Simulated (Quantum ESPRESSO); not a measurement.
Al in Quantum ESPRESSO: the effect of target pressure

Al:

```
Al
1.0
     0.00000    2.02481    2.02481
     2.02481    0.00000    2.02481
     2.02481    2.02481    0.00000
Al
1
Direct
  0.00000 0.00000 0.00000
```

Alike in all runs:

| Item | Value |
| --- | --- |
| Program | Quantum ESPRESSO 7.5 |
| Task | relaxation of cell and atoms |
| Functional | PBEsol |
| Potentials or basis | GBRV 1.5 PBEsol |
| Cutoff | 707 eV |
| Density cutoff | 5633 eV |
| k mesh | 11 × 11 × 11 |
| Occupations | fermi-dirac, width 0.05 eV |
| Spin | no spin polarisation |

Each run relaxes the cell or the atoms first.

```csv
target pressure,relaxed volume (Å³/atom)
0 GPa,16.19
2 GPa,15.82
5 GPa,15.34
10 GPa,14.68
20 GPa,?
30 GPa,12.94
```

Question: What does the run with target pressure 20 GPa give?

Answer: Relaxed volume 13.68 Å³/atom.

Worked out: In Murnaghan's law V^(-B') rises as a straight line in P. The other rows fit best with B' = 3.9, V0 = 16.19 Å³/atom and B0 = 84 GPa, which gives 13.68 Å³/atom at 20 GPa, against the run's 13.68.

Caveats: the volume moved by over 15 % at a fixed basis, so the end points are rough (some runs).
